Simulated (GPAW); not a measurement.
# Ru (P6_3/mmc) in GPAW: notebook, part 2 of 2

GPAW 26.7.0. The steps go on from the part before.

### Step 4. Relaxation of cell and atoms, PBEsol, target pressure 30 GPa, at which the enthalpy is minimised

Contents of run.py:

```python
from ase import Atoms
from ase.filters import FrechetCellFilter
from ase.io import write
from ase.optimize import BFGS
from ase.units import GPa
from gpaw import GPAW, PW, setup_paths

setup_paths.insert(0, '.')

atoms = Atoms(['Ru', 'Ru'],
              cell=[[2.7058, 0.0, 0.0],
                    [-1.3529, 2.3432915376, 0.0],
                    [0.0, 0.0, 4.2819]],
              scaled_positions=[[0.6666666667, 0.3333333333, 0.75],
                                [0.3333333333, 0.6666666667, 0.25]],
              pbc=True)

calc = GPAW(mode=PW(600),
            xc='PBEsol',
            kpts={'size': (8, 8, 5), 'gamma': True},
            occupations={'name': 'fermi-dirac', 'width': 0.05},
            nbands=29,
            convergence={'density': 1e-05, 'forces': 0.0001},
            maxiter=150,
            txt='gpaw.txt')
atoms.calc = calc
opt = BFGS(FrechetCellFilter(atoms, scalar_pressure=30 * GPa), trajectory='relax.traj', logfile='-')
done = opt.run(fmax=0.02, steps=60)
calc.write('gs.gpw')
write('result.traj', atoms)
print('Converged:', done)
print('Cell:', atoms.cell.cellpar().round(4))
print('Volume:', round(atoms.get_volume(), 4))
print(atoms.get_scaled_positions().round(5))
```

Potentials or basis: PAW data sets generated in the run's folder for this functional, pw.

Started as:

```sh
$ gpaw-setup -f PBEsol Ru
$ OMP_NUM_THREADS=1 python run.py
```

gpaw.txt:

```text
__  _  _
 | _ |_)|_||  |
 |__||  | ||/\| - 26.7.0

Input parameters:
  mode=PW(ecut=600.0),
  convergence={'density': 1e-05, 'forces': 0.0001},
  kpts=MonkhorstPack(size=(8, 8, 5), gamma=True),
  maxiter=150,
  nbands=29,
  occupations=Occupations(name='fermi-dirac', width=0.05),
  xc=XC(name='PBEsol')

Diagonalizing LCAO Hamiltonian
Converting LCAO to pw mode

          Ru

        Ru

Atoms  # Å, Bohr magnetons
|   | symbol |         x |        y |        z |    initial magnetic moments |
|---|--------|-----------|----------|----------|-----------------------------|
| 0 |     Ru |  1.352900 | 0.781097 | 3.211425 | ( 0.0000,  0.0000,  0.0000) |
| 1 |     Ru | -0.000000 | 1.562194 | 1.070475 | ( 0.0000,  0.0000,  0.0000) |

Unit cell  # Å
| periodic |         x |        y |        z |  lengths |     angles |
|----------|-----------|----------|----------|----------|------------|
|      yes |  2.705800 | 0.000000 | 0.000000 | 2.705800 |  90.000000 |
|      yes | -1.352900 | 2.343292 | 0.000000 | 2.705800 |  90.000000 |
|      yes |  0.000000 | 0.000000 | 4.281900 | 4.281900 | 120.000000 |

Number of symmetries: 12
Symmetry operations  # r_c * U_cc + t_c -> r_c
|    | kind |            matrix            |
|----|------|------------------------------|
|  0 |  σ   |  1, 1, 0,  0,-1, 0,  0, 0, 1 |
|  1 |  S6  |  1, 1, 0, -1, 0, 0,  0, 0,-1 |
|  2 |  E   |  1, 0, 0,  0, 1, 0,  0, 0, 1 |
|  3 |  C2  |  1, 0, 0, -1,-1, 0,  0, 0,-1 |
|  4 |  C2  |  0, 1, 0,  1, 0, 0,  0, 0,-1 |
|  5 |  C3  |  0, 1, 0, -1,-1, 0,  0, 0, 1 |
|  6 |  S6  |  0,-1, 0,  1, 1, 0,  0, 0,-1 |
|  7 |  σ   |  0,-1, 0, -1, 0, 0,  0, 0, 1 |
[... 331 lines left out ...]
SCF iterations
|iter     | |      energy | eigst |  dens |force |
|---------|-|-------------|-------|-------|------|
|iter:   1| |  -21.127281 | -1.00 |       |      |
|iter:   2| |  -21.045163 | -3.62 | -1.40 |      |
|iter:   3| |  -20.765298 | -2.33 | -1.46 |      |
|iter:   4| |  -20.777032 | -4.14 | -2.44 |      |
|iter:   5| |  -20.782709 | -4.23 | -2.64 |      |
|iter:   6| |  -20.782750c| -6.78 | -3.67 |      |
|iter:   7| |  -20.782755c| -6.99 | -3.84 |      |
|iter:   8| |  -20.782755c| -8.41c| -5.16c|      |
|iter:   9| |  -20.782755c| -8.65c| -5.51c|-3.73 |
|iter:  10| |  -20.782755c| -9.82c| -6.53c|-3.82 |
|iter:  11| |  -20.782755c|-10.87c| -6.97c|-4.41c|

Converged in 11 steps
Energy contributions relative to reference atoms: (reference = -246364.077492)

Energy contributions:
  Kinetic:           4.583675
  Coulomb:          -9.567145
  Zero:             -0.473349
  External:          0.000000
  Xc:              -15.321412
  Entropy:          -0.009050
  Spinorbit:         0.000000
  ----------------------------
  Free energy:     -20.787280
  Extrapolated:    -20.782755

dipole moment: (0.000000, 0.000000, 0.000001)  # |e|*Ang

Fermi level: 14.619
Eigenvalues  # (at kpt = [0.000, 0.000, 0.000])
| band index |      eig [eV] | occ [0-2] |
|------------|---------------|-----------|
|          0 |       -58.576 |     2.000 |
|        ... |               |           |
|          9 |         7.889 |     2.000 |
|         10 |        11.746 |     2.000 |
|         11 |        11.746 |     2.000 |
|         12 |        11.949 |     2.000 |
|         13 |        12.509 |     2.000 |
|         14 |        12.509 |     2.000 |
[... 31 lines left out ...]
          Ru

        Ru

Atoms  # Å, Bohr magnetons
|   | symbol |         x |        y |        z |    initial magnetic moments |
|---|--------|-----------|----------|----------|-----------------------------|
| 0 |     Ru |  1.308920 | 0.755705 | 3.106492 | ( 0.0000,  0.0000,  0.0000) |
| 1 |     Ru | -0.000000 | 1.511411 | 1.035497 | ( 0.0000,  0.0000,  0.0000) |

Unit cell  # Å
| periodic |         x |        y |         z |  lengths |     angles |
|----------|-----------|----------|-----------|----------|------------|
|      yes |  2.617841 | 0.000000 |  0.000000 | 2.617841 |  90.000000 |
|      yes | -1.308920 | 2.267116 | -0.000000 | 2.617841 |  90.000000 |
|      yes |  0.000000 | 0.000000 |  4.141989 | 4.141989 | 120.000000 |

Number of symmetries: 12
Symmetry operations  # r_c * U_cc + t_c -> r_c
|    | kind |            matrix            |
|----|------|------------------------------|
|  0 |  σ   |  1, 1, 0,  0,-1, 0,  0, 0, 1 |
|  1 |  S6  |  1, 1, 0, -1, 0, 0,  0, 0,-1 |
|  2 |  E   |  1, 0, 0,  0, 1, 0,  0, 0, 1 |
|  3 |  C2  |  1, 0, 0, -1,-1, 0,  0, 0,-1 |
|  4 |  C2  |  0, 1, 0,  1, 0, 0,  0, 0,-1 |
|  5 |  C3  |  0, 1, 0, -1,-1, 0,  0, 0, 1 |
|  6 |  S6  |  0,-1, 0,  1, 1, 0,  0, 0,-1 |
|  7 |  σ   |  0,-1, 0, -1, 0, 0,  0, 0, 1 |
|  8 |  σ   | -1, 0, 0,  1, 1, 0,  0, 0, 1 |
|  9 |  i   | -1, 0, 0,  0,-1, 0,  0, 0,-1 |
| 10 |  C3  | -1,-1, 0,  1, 0, 0,  0, 0, 1 |
| 11 |  C2  | -1,-1, 0,  0, 1, 0,  0, 0,-1 |
[... 110 lines left out ...]
SCF iterations
|iter     | |      energy | eigst |  dens |force |
|---------|-|-------------|-------|-------|------|
|iter:   1| |  -20.731589 | -1.63 |       |      |
|iter:   2| |  -20.714846 | -4.31 | -1.75 |      |
|iter:   3| |  -20.658877 | -3.07 | -1.80 |      |
|iter:   4| |  -20.661413 | -4.83 | -2.77 |      |
|iter:   5| |  -20.662643c| -4.90 | -2.98 |      |
|iter:   6| |  -20.662651c| -7.39 | -3.90 |      |
|iter:   7| |  -20.662652c| -7.62c| -4.16 |      |
|iter:   8| |  -20.662652c| -8.91c| -5.41c|      |
|iter:   9| |  -20.662652c| -9.54c| -5.95c|-3.89 |
|iter:  10| |  -20.662652c|-10.46c| -6.86c|-4.12c|

Converged in 10 steps
Energy contributions relative to reference atoms: (reference = -246364.077492)

Energy contributions:
  Kinetic:          12.790964
  Coulomb:         -16.202612
  Zero:             -0.528427
  External:          0.000000
  Xc:              -16.718105
  Entropy:          -0.008945
  Spinorbit:         0.000000
  ----------------------------
  Free energy:     -20.667125
  Extrapolated:    -20.662652

dipole moment: (0.000000, 0.000000, 0.000001)  # |e|*Ang

Fermi level: 15.266
Eigenvalues  # (at kpt = [0.000, 0.000, 0.000])
| band index |      eig [eV] | occ [0-2] |
|------------|---------------|-----------|
|          0 |       -58.014 |     2.000 |
|        ... |               |           |
|          9 |         8.260 |     2.000 |
|         10 |        12.241 |     2.000 |
|         11 |        12.241 |     2.000 |
|         12 |        12.452 |     2.000 |
|         13 |        13.043 |     2.000 |
|         14 |        13.043 |     2.000 |
[... 31 lines left out ...]
          Ru

        Ru

Atoms  # Å, Bohr magnetons
|   | symbol |         x |        y |        z |    initial magnetic moments |
|---|--------|-----------|----------|----------|-----------------------------|
| 0 |     Ru |  1.310173 | 0.756429 | 3.111108 | ( 0.0000,  0.0000,  0.0000) |
| 1 |     Ru | -0.000000 | 1.512858 | 1.037036 | ( 0.0000,  0.0000,  0.0000) |

Unit cell  # Å
| periodic |         x |        y |         z |  lengths |     angles |
|----------|-----------|----------|-----------|----------|------------|
|      yes |  2.620346 | 0.000000 | -0.000000 | 2.620346 |  90.000000 |
|      yes | -1.310173 | 2.269286 |  0.000000 | 2.620346 |  90.000000 |
|      yes |  0.000000 | 0.000000 |  4.148144 | 4.148144 | 120.000000 |

Number of symmetries: 12
Symmetry operations  # r_c * U_cc + t_c -> r_c
|    | kind |            matrix            |
|----|------|------------------------------|
|  0 |  σ   |  1, 1, 0,  0,-1, 0,  0, 0, 1 |
|  1 |  S6  |  1, 1, 0, -1, 0, 0,  0, 0,-1 |
|  2 |  E   |  1, 0, 0,  0, 1, 0,  0, 0, 1 |
|  3 |  C2  |  1, 0, 0, -1,-1, 0,  0, 0,-1 |
|  4 |  C2  |  0, 1, 0,  1, 0, 0,  0, 0,-1 |
|  5 |  C3  |  0, 1, 0, -1,-1, 0,  0, 0, 1 |
|  6 |  S6  |  0,-1, 0,  1, 1, 0,  0, 0,-1 |
|  7 |  σ   |  0,-1, 0, -1, 0, 0,  0, 0, 1 |
|  8 |  σ   | -1, 0, 0,  1, 1, 0,  0, 0, 1 |
|  9 |  i   | -1, 0, 0,  0,-1, 0,  0, 0,-1 |
| 10 |  C3  | -1,-1, 0,  1, 0, 0,  0, 0, 1 |
| 11 |  C2  | -1,-1, 0,  0, 1, 0,  0, 0,-1 |
[... 317 lines left out ...]
convergence criteria:
- Maximum integral of absolute [dens]ity change: 1e-05 electrons / valence electron
- Maximum change in the atomic [forces] across last 2 cycles: 0.0001 eV/Ang OR
Maximum error relative to the maximum force is below inf
- Maximum [total energy] change in last 3 cyles: 0.0005 eV / valence electron
- Maximum integral of absolute [eigenst]ate change: 4e-08 eV^2 / valence electron
maximum number of iterations: 150

SCF iterations
|iter     | |      energy | eigst |  dens |force |
|---------|-|-------------|-------|-------|------|
|iter:   1| |  -20.678941 | -4.53 |       |      |
|iter:   2| |  -20.678941 | -7.93c| -3.83 |      |
|iter:   3| |  -20.678937c| -7.04 | -3.86 |      |
|iter:   4| |  -20.678937c| -7.63c| -4.54 |      |
|iter:   5| |  -20.678937c| -8.52c| -5.08c|      |
|iter:   6| |  -20.678937c| -9.49c| -5.94c|-5.22c|

Converged in 6 steps
Energy contributions relative to reference atoms: (reference = -246364.077492)

Energy contributions:
  Kinetic:          11.855843
  Coulomb:         -15.447091
  Zero:             -0.521828
  External:          0.000000
  Xc:              -16.561357
  Entropy:          -0.009007
  Spinorbit:         0.000000
  ----------------------------
  Free energy:     -20.683440
  Extrapolated:    -20.678937
[... 28 lines left out ...]
No gap
No difference between direct/indirect transitions

Stress tensor  # eV/Ang^3
|         x |         y |         z |
|-----------|-----------|-----------|
| -0.186056 | -0.000000 |  0.000000 |
| -0.000000 | -0.186056 |  0.000000 |
|  0.000000 |  0.000000 | -0.188771 |

Forces  # eV/Ang
|       x |        y |        z |
|---------|----------|----------|
| 0.00000 | -0.00000 |  0.00000 |  # Ru   0
| 0.00000 |  0.00000 | -0.00000 |  # Ru   1

# Writing to gs.gpw (mode='')
```

Wall time 1.8 min (1 thread of Intel Xeon at 2.50GHz (Skylake/Cascade Lake), shared host); peak memory 0.21 GiB.

What came out:

```yaml
Free_energy: -20.6834 eV
Relaxed_volume: 12.33 Å³/atom
Relaxed_cell: a = 2.620 Å, b = 2.620 Å, c = 4.149 Å, α = 90.00°, β = 90.00°, γ = 120.00°
Space_group_after_relaxing_to_0.05_Å: P6_3/mmc (No. 194)
Energy_change_on_relaxing_the_enthalpy_is_what_falls: +76.8 meV/atom
Ionic_steps: 5
Pressure_after_relaxing: 30.0 GPa
Band_gap_on_the_k_mesh: none (metal or under the smearing width)
```

Step by step:
```
step  energy change (eV)  largest force (eV/Å)  pressure (GPa)  volume (Å³)
   1              0.0000                0.0000           -7.46        27.15
   2              0.0498                0.0000           17.37        25.36
   3              0.1699                0.0000           31.61        24.58
   4              0.1536                0.0000           29.96        24.67
   5              0.1536                0.0000           29.95        24.67
```

Final structure:
```
Ru
1.0
     2.61998    0.00000    0.00000
    -1.30999    2.26897    0.00000
     0.00000    0.00000    4.14925
Ru
2
Cartesian
  1.3100 0.7563 3.1119
  0.0000 1.5126 1.0373
```

Caveat: later steps reuse the first step's grids.

### Step 5. Summary

| cell | target pressure | gap on the mesh (eV) | pressure (GPa) |
| --- | --- | --- | --- |
| relaxed to 10 GPa | 10 GPa | none | 10.0 |
| relaxed to 20 GPa | 20 GPa | none | 20.0 |
| relaxed to 30 GPa | 30 GPa | none | 30.0 |

Alike in all rows: task relaxation of cell and atoms; level PBEsol; potentials or basis PAW data sets generated in the run's folder for this functional, pw; no spin polarisation; k mesh 8 × 8 × 5; cutoff (eV) 600; smearing fermi-dirac 0.05 eV.

Caveats: later steps reuse the first step's grids.

Absolute energies hang on the potentials; compare differences alone.
